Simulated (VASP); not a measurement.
# Sb (Pm-3m) in VASP: notebook

One crystal, Sb, is run at these levels: PBEsol; tasks: single point.

All numbers are computed with VASP 6.6.1; they aren't measurements. Logs are shortened: lines on timing, memory, paths and dates and some standing lists are left out, and cuts for length are marked.

## (1) Starting point

The structure is cubic, space group Pm-3m (No. 221). Conventional cell: a = 3.059 Å, b = 3.059 Å, c = 3.059 Å, α = 90.00°, β = 90.00°, γ = 90.00°. Sb (site symmetry m-3m) has 6 Sb at 3.06 Å as nearest neighbours.

This isn't the form of Sb at room conditions, which is rhombohedral.

## (2) Single point, PBEsol

File INCAR:

```
PREC = Accurate ; ENCUT = 520
EDIFF = 1E-7 ; ISMEAR = -1
SIGMA = 0.1 ; LREAL = F
LASPH = T ; NELM = 60
ALGO = Normal ; ISIF = 2
LWAVE = F ; LCHARG = T
GGA = PS ; LELF = T
LVHAR = T ; NBANDS = 8
```

File KPOINTS:

```
Automatic mesh
0
Gamma
  17 17 17
```

File POSCAR:

```
Sb
1.0
    3.0593484534      0.0000000000      0.0000000000
    0.0000000000      3.0593484534      0.0000000000
    0.0000000000      0.0000000000      3.0593484534
Sb
1
Direct
    0.0000000000      0.0000000000      0.0000000000
```

Potentials or basis: VASP PAW PBE potentials, release 64 (Sb).

Command:

```
$ cat potpaw_PBE.64/Sb/POTCAR > POTCAR
$ mpirun -np 1 vasp_std > vasp.out
```

OUTCAR:

```text
PREC = Accurate
   ENCUT = 520
   EDIFF = 1E-7
   ISMEAR = -1
   LREAL = F
   LASPH = T
   NELM = 60
   ISIF = 2
   GGA = PS

 ion  position               nearest neighbor table
   1  0.000  0.000  0.000-

  LATTYP: Found a simple cubic cell.
 ALAT       =     3.0593484534

  Lattice vectors:

 A1 = (   3.0593484534,   0.0000000000,   0.0000000000)
 A2 = (   0.0000000000,   3.0593484534,   0.0000000000)
 A3 = (   0.0000000000,   0.0000000000,   3.0593484534)

Analysis of symmetry for initial positions (statically):
=====================================================================
 Subroutine PRICEL returns:
 Original cell was already a primitive cell.

 Routine SETGRP: Setting up the symmetry group for a
 simple cubic supercell.

 Subroutine GETGRP returns: Found 48 space group operations
 (whereof 48 operations were pure point group operations)
 out of a pool of 48 trial point group operations.

The static configuration has the point symmetry O_h .

Analysis of symmetry for dynamics (positions and initial velocities):
=====================================================================
 Subroutine PRICEL returns:
 Original cell was already a primitive cell.

 Routine SETGRP: Setting up the symmetry group for a
 simple cubic supercell.

 Subroutine GETGRP returns: Found 48 space group operations
 (whereof 48 operations were pure point group operations)
 out of a pool of 48 trial point group operations.

The dynamic configuration has the point symmetry O_h .

 Subroutine INISYM returns: Found 48 space group operations
 (whereof 48 operations are pure point group operations),
 and found     1 'primitive' translations

----------------------------------------------------------------------------------------

                                     Primitive cell

  volume of cell :      28.6343

  direct lattice vectors                    reciprocal lattice vectors
     3.059348453  0.000000000  0.000000000     0.326866983  0.000000000  0.000000000
     0.000000000  3.059348453  0.000000000     0.000000000  0.326866983  0.000000000
     0.000000000  0.000000000  3.059348453     0.000000000  0.000000000  0.326866983

  length of vectors
     3.059348453  3.059348453  3.059348453     0.326866983  0.326866983  0.326866983

  position of ions in fractional coordinates (direct lattice)
     0.000000000  0.000000000  0.000000000

  ion indices of the primitive-cell ions
   primitive index   ion index
                 1           1

----------------------------------------------------------------------------------------

 KPOINTS: Automatic mesh

Automatic generation of k-mesh.
 Grid dimensions read from file:
 generate k-points for:   17   17   17

 Generating k-lattice:

  Cartesian coordinates                     Fractional coordinates (reciprocal lattice)
     0.019227470  0.000000000  0.000000000     0.058823529  0.000000000  0.000000000
     0.000000000  0.019227470  0.000000000     0.000000000  0.058823529  0.000000000
     0.000000000  0.000000000  0.019227470     0.000000000  0.000000000  0.058823529

  Length of vectors
     0.019227470  0.019227470  0.019227470

  Shift w.r.t. Gamma in fractional coordinates (k-lattice)
     0.000000000  0.000000000  0.000000000

 Subroutine IBZKPT returns following result:
 ===========================================

 Found    165 irreducible k-points:

 Following reciprocal coordinates:
            Coordinates               Weight
  0.000000  0.000000  0.000000      1.000000
  0.058824  0.000000  0.000000      6.000000
  0.117647  0.000000  0.000000      6.000000
  0.176471  0.000000  0.000000      6.000000
  0.235294  0.000000  0.000000      6.000000
  0.294118  0.000000  0.000000      6.000000
[... 16 lines left out ...]
  0.411765  0.117647  0.000000     24.000000
  0.470588  0.117647  0.000000     24.000000
 [... further k-points ...]
   k-points           NKPTS =    165   k-points in BZ     NKDIM =    165   number of bands    NBANDS=      8
   number of dos      NEDOS =    301   number of ions     NIONS =      1
   total plane-waves  NPLWV =  13824
   dimension x,y,z NGX =    24 NGY =   24 NGZ =   24
   dimension x,y,z NGXF=    48 NGYF=   48 NGZF=   48
   ions per type =               1
   NGX,Y,Z   is equivalent  to a cutoff of  13.04, 13.04, 13.04 a.u.
   NGXF,Y,Z  is equivalent  to a cutoff of  26.08, 26.08, 26.08 a.u.
 SYSTEM =  unknown system
   PREC   = accura    normal or accurate (medium, high low for compatibility)
   ISTART =      0    job   : 0-new  1-cont  2-samecut
   ICHARG =      2    charge: 1-file 2-atom 10-const
   ISPIN  =      1    spin polarized calculation?
   LNONCOLLINEAR =      F non collinear calculations
   LSORBIT =      F    spin-orbit coupling
   LASPH  =      T    aspherical Exc in radial PAW
   ENCUT  =  520.0 eV  38.22 Ry    6.18 a.u.   5.69  5.69  5.69*2*pi/ulx,y,z
   NELM   =     60;   NELMIN=  2; NELMDL= -5     # of ELM steps
   EDIFF  = 0.1E-06   stopping-criterion for ELM
   LREAL  =      F    real-space projection
   EDIFFG = 0.1E-05   stopping-criterion for IOM
   NSW    =      0    number of steps for IOM
   IBRION =     -1    ionic relax: 0-MD 1-quasi-New 2-CG
   NFREE  =      0    steps in history (QN), initial steepest desc. (CG)
   ISIF   =      2    stress and relaxation
   ISYM   =      2    0-nonsym 1-usesym 2-fastsym
   POTIM  = 0.5000    time-step for ionic-motion
   TEBEG  =    0.0;   TEEND  =   0.0 temperature during run
   PSTRESS=    0.0 pullay stress
   NELECT =       5.0000    total number of electrons
   NUPDOWN=      -1.0000    fix difference up-down
   EMIN   =  10.00;   EMAX   =-10.00  energy-range for DOS
   EFERMI =   0.00;   METHOD = LEGACY
   ISMEAR =    -1;   SIGMA  =   0.10  broadening in eV -4-tet -1-fermi 0-gaus
   EFERMI_NEDOS =   21; number of points for ismear=-14 and -15
   IALGO  =     38    algorithm
   IMIX   =      4    mixing-type and parameters
     AMIX     =   0.40;   BMIX     =  1.00
     AMIX_MAG =   1.60;   BMIX_MAG =  1.00
  volume/ion in A,a.u.               =      28.63       193.23
  Fermi-wavevector in a.u.,A,eV,Ry     =   0.915031  1.729158 11.391914  0.837282
  Thomas-Fermi vector in A             =   2.039726
   LORBIT       =      0    0 simple, 1 ext, 2 COOP (PROOUT), +10 PAW based schemes
   GGA     = PS    functional components
   LHFCALC =     F    Hartree Fock is set to
   AEXX    =    0.0000 exact exchange contribution
   IVDW    =     0    specifies the selected vdW correction
   LEPSILON=     F    determine dielectric tensor
   LRPA    =     F    only Hartree local field effects (RPA)
 non-spin polarized calculation
  energy-cutoff  :      520.00
  volume of cell :       28.63
 maximum number of plane-waves:       788
 NGX is ok and might be reduce to    24
   NGX = 11   NGY = 11   NGZ = 11

 number of electron       4.9999999 magnetization

 Free energy of the ion-electron system (eV)
  ---------------------------------------------------
  ext. energy  EPLUGINS =         0.00000000
  ---------------------------------------------------
  free energy    TOTEN  =        -4.54060049 eV

  energy without entropy =       -4.52275876  energy(sigma->0) =       -4.53167963

 E-fermi :   7.4978     XC(G=0):  -9.9265

 val. band max:        7.4757807491   @ k =   0.1765   0.1176   0.0588
 cond. band min:       7.5004445454   @ k =   0.1765   0.1765   0.0000
 fundamental gap:      0.0246637963
 Fermi energy:         7.4977934581

 k-point     1 :       0.0000    0.0000    0.0000
  band No.  band energies     occupation
      1      -5.2122      2.00000
      2      10.8756      0.00000
      3      10.8756      0.00000
      4      10.8756      0.00000
      5      14.5038      0.00000
      6      14.5038      0.00000
      7      15.9008      0.00000
      8      25.4761      0.00000

 k-point     2 :       0.0588    0.0000    0.0000
  band No.  band energies     occupation
      1      -5.1597      2.00000
      2      10.1562      0.00000
      3      10.9281      0.00000
      4      10.9281      0.00000
      5      14.5445      0.00000
      6      14.9770      0.00000
      7      16.2568      0.00000
      8      24.9544      0.00000

 k-point     3 :       0.1176    0.0000    0.0000
  band No.  band energies     occupation
      1      -5.0032      2.00000
      2       8.7485      0.00001
      3      11.0832      0.00000
      4      11.0832      0.00000
      5      14.6665      0.00000
      6      15.4282      0.00000
      7      17.5376      0.00000
      8      23.9960      0.00000

 k-point     4 :       0.1765    0.0000    0.0000
  band No.  band energies     occupation
      1      -4.7454      2.00000
      2       7.2315      1.86960
      3      11.3328      0.00000
      4      11.3328      0.00000
      5      14.8685      0.00000
      6      15.7276      0.00000
      7      19.2718      0.00000
      8      22.9598      0.00000

 k-point     5 :       0.2353    0.0000    0.0000
  band No.  band energies     occupation
      1      -4.3928      2.00000
      2       5.7624      2.00000
      3      11.6620      0.00000
      4      11.6620      0.00000
      5      15.1478      0.00000
      6      16.0608      0.00000
      7      21.0241      0.00000
      8      21.9365      0.00000
[... 177 lines left out ...]
 k-point    22 :       0.3529    0.1176    0.0000
  band No.  band energies     occupation
      1      -3.2633      2.00000
      2       3.4137      2.00000
      3      10.3776      0.00000
      4      12.6546      0.00000
      5      16.3964      0.00000
      6      16.9657      0.00000
      7      19.1899      0.00000
      8      20.2967      0.00000

 k-point    23 :       0.4118    0.1176    0.0000
  band No.  band energies     occupation
      1      -2.7911      2.00000
      2       2.4645      2.00000
      3      10.7718      0.00000
      4      13.0019      0.00000
      5      16.0715      0.00000
      6      17.1236      0.00000
      7      19.1966      0.00000
      8      19.6552      0.00000

 k-point    24 :       0.4706    0.1176    0.0000
  band No.  band energies     occupation
      1      -2.4688      2.00000
      2       1.9021      2.00000
      3      11.0239      0.00000
      4      13.2119      0.00000
      5      15.6965      0.00000
      6      17.5375      0.00000
      7      18.8856      0.00000
      8      19.2970      0.00000

 [... further k-points ...]
[... 5 lines left out ...]
  --------------------------------------------------------------------------------------
  -------------------------------------------------------------------------------------
  Total        0.0472569      0.0472569      0.0472569     -0.0000000     -0.0000000      0.0000000
  in kB        2.6441703      2.6441703      2.6441703     -0.0000000     -0.0000000      0.0000000
  external PRESSURE =       2.6441703 kB  Pullay stress =       0.0000000 kB

 VOLUME and BASIS-vectors are now :
 -----------------------------------------------------------------------------
  energy-cutoff  :      520.00
  volume of cell :       28.63
      direct lattice vectors                 reciprocal lattice vectors
     3.059348453  0.000000000  0.000000000     0.326866983  0.000000000  0.000000000
     0.000000000  3.059348453  0.000000000     0.000000000  0.326866983  0.000000000
     0.000000000  0.000000000  3.059348453     0.000000000  0.000000000  0.326866983

 POSITION                                       TOTAL-FORCE (eV/Angst)
 -----------------------------------------------------------------------------------
      0.00000      0.00000      0.00000         0.000000      0.000000      0.000000
 -----------------------------------------------------------------------------------
    total drift:                               -0.000000      0.000000      0.000000

  FREE ENERGIE OF THE ION-ELECTRON SYSTEM (eV)
  ---------------------------------------------------
  free  energy   TOTEN  =        -4.5406004926 eV

  energy  without entropy=       -4.5227587584  energy(sigma->0) =       -4.53167963
```

It took 26 s on 1 thread of AMD EPYC 7R43 (Zen 3), shared host; peak memory 0.13 GiB.

What came out:

* Free energy: -4.5406 eV
* Pressure: 0.3 GPa
* Band gap on the k mesh: none (metal or under the smearing width)

Levels at points of the mesh, in eV from the Fermi level:
```
           k point  band 1  band 2  band 3  band 4  band 5  band 6  band 7
(0.00, 0.00, 0.00)  -12.71    3.38    3.38    3.38    7.01    7.01    8.40
```

Caveat: the PAW data sets were made with another functional, which shifts forces and pressure a little. Spin-orbit coupling is left out, which matters for the levels of Sb.

## (3) Single point, PBEsol

This run uses another cell than the first one, of 26.34 Å³/atom, 0.920 times its volume.

File INCAR:

```
SYSTEM = Sb
PREC = Accurate
ENCUT = 520
EDIFF = 1E-7
ISMEAR = -1
SIGMA = 0.1
LREAL = .False.
LASPH = .True.
NELM = 60
ALGO = Fast
ISIF = 2
LWAVE = .False.
LCHARG = .True.
GGA = PS
LELF = .True.
LVHAR = .True.
NBANDS = 8
```

File KPOINTS:

```
regular mesh
0
Gamma
  12 12 12
  0 0 0
```

File POSCAR:

```
Sb
1.0
    2.9754881213      0.0000000000      0.0000000000
    0.0000000000      2.9754881213      0.0000000000
    0.0000000000      0.0000000000      2.9754881213
Sb
1
Direct
    0.0000000000      0.0000000000      0.0000000000
```

Potentials or basis: VASP PAW PBE potentials, release 64 (Sb).

Command:

```
$ cat potpaw_PBE.64/Sb/POTCAR > POTCAR
$ mpirun -np 1 vasp_std > vasp.out
```

It took 18 s on 1 thread of AMD EPYC 7R43 (Zen 3), shared host; peak memory 0.11 GiB.

It converged, with:

```
Free energy            : -4.4843 eV
Pressure               : 6.7 GPa
Band gap on the k mesh : none (metal or under the smearing width)
```

Levels at points of the mesh, in eV from the Fermi level:
```
           k point  band 1  band 2  band 3  band 4  band 5  band 6  band 7  band 8
(0.00, 0.00, 0.00)  -13.53    3.48    3.48    3.48    6.99    6.99    8.83   18.33
(0.50, 0.00, 0.00)  -10.62   -6.61    5.93    5.93    9.34   10.75   11.40   11.75
(0.50, 0.50, 0.00)   -7.47   -4.22   -4.22    1.54    8.52   13.50   13.50   13.84
(0.50, 0.50, 0.50)   -3.85   -1.96   -1.96   -1.96    4.54    4.54    4.54    6.39
```

Caveat: the PAW data sets were made with another functional, which shifts forces and pressure a little.

## (4) Single point, PBEsol

This run uses another cell than the first one, of 29.78 Å³/atom, 1.040 times its volume.

File INCAR:

```
SYSTEM = Sb
PREC = Accurate
ENCUT = 520
EDIFF = 1E-7
ISMEAR = -1
SIGMA = 0.1
LREAL = .FALSE.
LASPH = .TRUE.
NELM = 100
ALGO = Normal
ISIF = 2
LWAVE = .FALSE.
LCHARG = .TRUE.
GGA = PS
LELF = .TRUE.
LVHAR = .TRUE.
NBANDS = 8
```

File KPOINTS:

```
regular mesh
0
G
  12 12 12
  0 0 0
```

File POSCAR:

```
Sb
1.0
    3.0996076551      0.0000000000      0.0000000000
    0.0000000000      3.0996076551      0.0000000000
    0.0000000000      0.0000000000      3.0996076551
Sb
1
Direct
    0.0000000000      0.0000000000      0.0000000000
```

Potentials or basis: VASP PAW PBE potentials, release 64 (Sb).

Command:

```
$ cat potpaw_PBE.64/Sb/POTCAR > POTCAR
$ mpirun -np 1 vasp_std > vasp.out
```

OUTCAR:

```text
SYSTEM = Sb
   PREC = Accurate
   ENCUT = 520
   EDIFF = 1E-7
   ISMEAR = -1
   LREAL = .FALSE.
   LASPH = .TRUE.
   NELM = 100
   ISIF = 2
   GGA = PS

 ion  position               nearest neighbor table
   1  0.000  0.000  0.000-

  LATTYP: Found a simple cubic cell.
 ALAT       =     3.0996076551

  Lattice vectors:

 A1 = (   3.0996076551,   0.0000000000,   0.0000000000)
 A2 = (   0.0000000000,   3.0996076551,   0.0000000000)
 A3 = (   0.0000000000,   0.0000000000,   3.0996076551)

Analysis of symmetry for initial positions (statically):
[... 433 lines left out ...]
  band No.  band energies     occupation
      1      -1.7446      2.00000
      2       3.2995      2.00000
      3       5.2027      2.00000
      4      11.0541      0.00000
      5      13.4722      0.00000
      6      17.8393      0.00000
      7      19.9606      0.00000
      8      20.1522      0.00000

 [... further k-points ...]
[... 5 lines left out ...]
  --------------------------------------------------------------------------------------
  -------------------------------------------------------------------------------------
  Total       -0.3594084     -0.3594084     -0.3594084     -0.0000000     -0.0000000      0.0000000
  in kB      -19.3365353    -19.3365353    -19.3365353     -0.0000000     -0.0000000      0.0000000
  external PRESSURE =     -19.3365353 kB  Pullay stress =       0.0000000 kB

 VOLUME and BASIS-vectors are now :
 -----------------------------------------------------------------------------
  energy-cutoff  :      520.00
  volume of cell :       29.78
      direct lattice vectors                 reciprocal lattice vectors
     3.099607655  0.000000000  0.000000000     0.322621477  0.000000000  0.000000000
     0.000000000  3.099607655  0.000000000     0.000000000  0.322621477  0.000000000
     0.000000000  0.000000000  3.099607655     0.000000000  0.000000000  0.322621477

 POSITION                                       TOTAL-FORCE (eV/Angst)
 -----------------------------------------------------------------------------------
      0.00000      0.00000      0.00000         0.000000      0.000000      0.000000
 -----------------------------------------------------------------------------------
    total drift:                                0.000000      0.000000      0.000000

  FREE ENERGIE OF THE ION-ELECTRON SYSTEM (eV)
  ---------------------------------------------------
  free  energy   TOTEN  =        -4.5246333297 eV

  energy  without entropy=       -4.5022310957  energy(sigma->0) =       -4.51343221
```

stdout:

```text
POSCAR found type information on POSCAR Sb
 POSCAR found :  1 types and       1 ions
 scaLAPACK will be used
 -----------------------------------------------------------------------------
|                                                                             |
|                                                                             |
|     You enforced a specific xc type in the INCAR file but a different       |
|     I HOPE YOU KNOW WHAT YOU ARE DOING!                                     |
|                                                                             |
 -----------------------------------------------------------------------------

 LDA part: xc-table for (Slater+PW92), standard interpolation
 POSCAR, INCAR and KPOINTS ok, starting setup
 FFT: planning ... GRIDC
 FFT: planning ... GRID_SOFT
 FFT: planning ... GRID
 WAVECAR not read
 entering main loop
```

Wall time 14 s (1 thread of AMD EPYC 7R43 (Zen 3), shared host); peak memory 0.11 GiB.

What came out:

```yaml
Free_energy: -4.5246 eV
Pressure: -1.9 GPa
Band_gap_on_the_k_mesh: none (metal or under the smearing width)
```

Caveat: the PAW data sets were made with another functional, which shifts forces and pressure a little. The run has no spin-orbit coupling, so splittings on Sb are missing.

## (5) Overview

```csv
cell,k mesh,gap on the mesh (eV),pressure (GPa)
"Pm-3m, 28.63 Å³/atom",17 × 17 × 17,none,0.3
"Pm-3m, 26.34 Å³/atom",12 × 12 × 12,none,6.7
"Pm-3m, 29.78 Å³/atom",12 × 12 × 12,none,-1.9
```

Alike in all rows: task single point; level PBEsol; potentials or basis VASP PAW PBE potentials, release 64 (Sb); no spin polarisation; cutoff (eV) 520; smearing fermi-dirac 0.1 eV.

Every run on the cell as given and a fine mesh finds a metal.

Caveats: the PAW data sets were made with another functional, which shifts forces and pressure a little.

Total energies depend on the potentials used, so only differences within one code and one set of settings carry meaning.
